## Results and discussion

Whoever calculates the stress around a Ni₃Si particle in an alloy must decide whether a single bulk modulus will do. For small strains it will; for strong stretching it won't. The magnitude worth remembering is that 1 % of extra bond length costs roughly a seventh of the stiffness. The reason is that the pull between atoms can't keep growing as they separate but has to fade in the end, and its growth slows long before the crystal is near breaking.

ABACUS 3.10.1 plane-wave PBE calculations of Ni₃Si (Pm-3m, 4-atom cell) with PseudoDojo NC SR 0.4.1 standard pseudopotentials and collinear spins, started ferromagnetic. The cutoff is 1333 eV, the k mesh 8×8×8 and the Fermi–Dirac smearing 0.05 eV. The cell is scaled uniformly with fractional positions fixed, and energies are counted from the minimum of the fitted curve.

```tsv
volume (Å³/atom)	energy (meV/atom)	pressure (GPa)
10.44	7.66	7.380
10.66	0.91	2.420
10.89	0.63	-1.980
11.11	6.11	-5.890
11.33	16.70	-9.360
11.55	31.81	-12.440
11.78	50.95	-15.160
```

### What the rows show

The volume is that of one atom, and the energy is counted from the lowest point of a smooth curve through the seven results. That point lies at 10.785 Å³ per atom, between the second and third rows. These two rows are therefore both low and almost equal in energy, one slightly squeezed and the other slightly stretched. The pressure changes sign between them, and a negative pressure means that the crystal is held open by a pull from outside.

Equal steps in volume don't bring equal changes in pressure. The first step lowers the pressure by 4.96 GPa, the last by only 2.72 GPa. Put as a bulk modulus, the resistance to a relative change of volume, the stiffness falls from 236 to 143 GPa between the first and the last interval. Each step of about 0.7 % in bond length takes away a tenth or slightly less of the stiffness that was left.

The energy column tells the same story. Compared with a parabola that has the curvature of the minimum, the calculated energy lies about 6 % higher at the smallest volume and about 16 % lower at the largest. The well is thus steeper on the squeezed side and flatter on the stretched side.

### Two limits

The first limit is a crystal held together by perfect springs, whose force grows in proportion to their extension however far they are pulled. In this structure every atom has twelve nearest neighbours at one distance, and uniform scaling stretches all these contacts alike. Such a crystal would soften a little too, because the force of each spring is spread over a growing area. This geometric effect lowers the modulus by about 10 % over the range in which the calculation finds 39 %. Most of the softening must therefore come from the bonds themselves.

The second limit is a crystal pulled apart into separate atoms. There the energy no longer rises, since atoms far from each other exert no force. A parabola climbs for ever, whereas the real curve must bend over and level off at a finite height, the cohesive energy. This is a few eV per atom, about a hundred times the highest energy in the table. Apart from the geometric share, the flattening already visible in the rows is, on this view, the first sign of that distant plateau.

Theory also says how the bending comes about. Bonding rests on the overlap of orbitals on neighbouring atoms, which dies away roughly exponentially with distance. The repulsion that keeps atoms apart arises because electrons of like spin can't crowd into the same space, and it depends more steeply on overlap, roughly on its square. Stretching therefore removes the repulsion faster than the attraction. Since the steep repulsion supplies the stiffness, the crystal softens; squeezing brings the repulsion back and hardens it.

### A simple model, worked through

Let d be the bond length, d₀ its value at the minimum and x = d − d₀. The energy per atom is written as a repulsion less an attraction:

E = A·exp(−p·x) − C·exp(−q·x), with p larger than q.

Three steps lead from here to the softening.

1. At the minimum the two forces balance, so p·A = q·C. The depth of the well is D = C − A, and the curvature of the energy at the minimum comes out as p·q·D.
2. The volume per atom grows as d³. Turning the curvature with bond length into a bulk modulus B₀ at the volume V₀ of the minimum gives p·q·d₀² = 9·V₀·B₀/D.
3. The next derivative of the energy gives the rise of the modulus per unit of pressure, B′ = 1 + (p + q)·d₀/3. The 1 is the geometric effect of the perfect spring; the rest is the fading of the bonds.

The energy curve supplies V₀ = 10.785 Å³ and B₀ = 212.5 GPa. With 1 eV/Å³ = 160.2 GPa, the product 9·V₀·B₀ is 9 × 10.785 × 212.5/160.2 ≈ 129 eV. For the depth, a rough recalled cohesive energy of 5 eV per atom is enough, so that p·q·d₀² ≈ 26.

If the repulsion fades twice as fast as the attraction, p = 2q, which is the Morse form. Then q·d₀ = √(26/2) ≈ 3.6 and p·d₀ ≈ 7.2, and B′ ≈ 1 + (3.6 + 7.2)/3 ≈ 4.6. The curve through the calculated energies gives 4.8.

To turn this into a rule of thumb, note that 1 % in length is 3 % in volume. Near the minimum the relative loss of stiffness is B′ times the relative gain in volume, hence 4.6 × 3 % ≈ 14 %. That is the seventh quoted at the start.

### How far the model carries

The printed output below compares three pressure curves that share the same minimum and the same stiffness there. None of their constants was adjusted to the pressures, but V₀ and B₀ come from the energies of these same seven volumes. Agreement close to the minimum is therefore built in, and the test lies in how the curves bend away from it.

At the largest volume the perfect spring pulls too hard by 2.7 GPa, where the calculated pressure is −15.16 GPa. The second-order Birch–Murnaghan form, an equation of state with B′ fixed at 4, is off by 0.5 GPa. The Morse form misses by less than 0.1 GPa. Its error grows over the last three rows, where it keeps the crystal slightly too stiff.

This success supports the link between softening and a finite well, but it doesn't measure the depth of the well. A depth of 4 eV would give B′ = 5.0, and one of 6 eV would give 4.3. The ratio of the two decay rates matters about as little: at a depth of 5 eV, B′ runs only from 4.4 for nearly equal rates to 4.9 for a ratio of three. All these choices give values from about 4.3 to 5.0, far from the 1 of a perfect spring. The clear gain over the spring therefore doesn't hang on the choice, whereas the match to within 0.1 GPa owes something to the depth and ratio chosen.

The same reasoning gives a first guess for a related close-packed metal. Multiply its bulk modulus by its volume per atom and divide by its cohesive energy. The larger this ratio, the more sharply the bonds must fade for the same percentage of stretch, and the faster the crystal softens. A deep well with a gentle floor stays closer to the perfect spring.

One further contribution remains untested. The calculation started with a magnetic moment on each nickel atom, and the moments left at the end aren't listed. A moment that grew smoothly with volume could also soften the crystal. The pressures don't demand such an effect, but their smooth course can't exclude a weak one.

### Consequence for the choice of modulus

Within about 1 % of the volume at the minimum, a constant 212.5 GPa reproduces the pressure to about 3 %. At 11.11 Å³, which is 3 % above the minimum, it predicts a pull of 212.5 × 0.030 ≈ 6.4 GPa, where the calculation finds 5.89 GPa. At the largest volume, 9 % above the minimum, it predicts nearly 20 GPa instead of 15. Stress estimates at such strains need the modulus slope as well as the modulus.

These figures hold for uniform stretching or squeezing, not for shear. They also describe atoms at rest, with one density functional. In a hot part, thermal expansion moves the crystal towards the softer side of the table, and the vibrations themselves alter the stiffness further. The table should therefore be used for the change of stiffness with volume, not as a direct value of the modulus at working temperature.

Printed output of the fit:

```
Bond length and modulus between a row and the one before:
    row  bond_A  energy_over_parabola  pressure_drop_GPa  modulus_GPa  spring_GPa  Morse_GPa
  10.44   2.453                 1.064                n/a          n/a         n/a        n/a
  10.66   2.471                 1.028               4.96        235.6       217.2      234.5
  10.89   2.488                0.9804                4.4        213.4       212.7      213.4
  11.11   2.505                0.9441               3.91        193.5       208.4      194.1
  11.33   2.521                 0.909               3.47        175.2       204.3      176.3
  11.55   2.538                0.8752               3.08        158.6       200.2        160
  11.78   2.554                0.8437               2.72        142.8       196.4      144.9
Model pressure less table pressure, GPa:
    row    spring    Birch2     Morse
  10.44   -0.4172  -0.07206  -0.00438
  10.66  -0.02936    0.0111   0.01903
  10.89  -0.01537   0.01266   0.01816
  11.11   -0.3156  -0.04583  0.006992
  11.33   -0.8903    -0.158  -0.01479
  11.55    -1.698   -0.3119  -0.04122
  11.78    -2.719   -0.5119  -0.08198
Bond length at the fitted minimum, angstrom: 2.48
Bond stretch from first to last interval, %: 3.392
Fall of modulus from first to last interval, table, %: 39.39
The same fall for a perfect bond spring, %: 9.584
The same fall for the Morse form, %: 38.19
Modulus slope for depth 5 eV, both decay rates nearly equal: 4.383
Modulus slope for depth 5 eV, repulsion decaying twice as fast (Morse): 4.588
Modulus slope for depth 5 eV, repulsion decaying three times as fast: 4.906
Modulus slope for depth 4 eV, Morse: 5.012
Modulus slope for depth 6 eV, Morse: 4.276
Rms pressure miss of perfect spring, GPa: 1.273
Rms pressure miss of second-order Birch-Murnaghan, GPa: 0.2366
Rms pressure miss of Morse form, GPa: 0.03664
Mean of table pressure less slope of fitted energy curve, GPa: -0.02535
Highest energy in the table as share of the 5 eV depth, %: 1.019
```
